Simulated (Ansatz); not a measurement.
**HfSiO₄: vibrational free energy, entropy and heat capacity**

Computed with Ansatz, DFT PBE, scalar-relativistic, plane waves, PAW. Settings: 420 eV plane-wave cutoff, Γ-centred 6×6×6 mesh, fixed occupations. No spin polarisation. Phonons by linear response, acoustic sum rule imposed.

The cell, relaxed at this level:
```yaml
crystal:
  lattice:
    - [0.00000, 4.12807, 4.12807]
    - [4.12807, 0.00000, 4.12807]
    - [4.12807, 4.12807, 0.00000]
  atoms:
    - { symbol: Hf, position: [0.00000, 0.00000, 0.00000] }
    - { symbol: Si, position: [0.75000, 0.75000, 0.75000] }
    - { symbol: O, position: [0.86418, 0.86418, 0.40747] }
    - { symbol: O, position: [0.86418, 0.40747, 0.86418] }
    - { symbol: O, position: [0.40747, 0.86418, 0.86418] }
    - { symbol: O, position: [0.86418, 0.86418, 0.86418] }
```

The cell was found from a structure generator's guess, not taken from experiment. Spin–orbit coupling is left out, which matters for heavy elements.

Force constants from linear response on a 2×2×2 q mesh, interpolated to a fine mesh.

Phonon density of states, in bins of 20 cm⁻¹:
(bin centre (cm⁻¹), share of modes (%)): (10, 0.3), (30, 4.2), (50, 3.0), (70, 3.5), (90, 3.3), (110, 3.2), (130, 3.6), (150, 4.4), (170, 4.2), (190, 3.0), (210, 0.4), (230, 2.1), (250, 5.4), (270, 6.0), (290, 4.7), (310, 7.4), (330, 2.1), (350, 0.0), (370, 0.0), (390, 0.0), (410, 0.0), (430, 0.0), (450, 0.0), (470, 0.0), (490, 0.0), (510, 2.0), (530, 3.8), (550, 7.1), (570, 3.8), (590, 0.0), (610, 0.0), (630, 0.0), (650, 0.0), (670, 0.0), (690, 0.0), (710, 0.0), (730, 0.0), (750, 0.0), (770, 0.0), (790, 0.0), (810, 0.0), (830, 0.0), (850, 0.0), (870, 0.0), (890, 0.0), (910, 7.2), (930, 3.9), (950, 0.0), (970, 0.0), (990, 0.0), (1010, 0.0), (1030, 5.5), (1050, 0.0), (1070, 0.1), (1090, 5.0), (1110, 0.4)

Task: What is the zero-point energy per atom?

Result: 79.3 meV.

Task: How large are the vibrational entropy and heat capacity at 300 K?

Result: S = 2.63 k_B and C_V = 2.11 k_B per atom, 70 % of the Dulong–Petit value.

Task: Tabulate them against temperature.

Result:
| T (K) | F_vib (meV/atom) | S (k_B/atom) | C_V (k_B/atom) |
| --- | --- | --- | --- |
| 100 | 76.0 | 0.89 | 1.05 |
| 200 | 64.0 | 1.85 | 1.72 |
| 300 | 44.6 | 2.63 | 2.11 |
| 400 | 19.1 | 3.27 | 2.37 |
| 500 | -11.6 | 3.82 | 2.54 |
| 600 | -46.6 | 4.30 | 2.65 |
| 700 | -85.5 | 4.71 | 2.73 |
| 800 | -127.7 | 5.08 | 2.79 |
| 900 | -172.9 | 5.41 | 2.83 |
| 1000 | -220.9 | 5.71 | 2.86 |
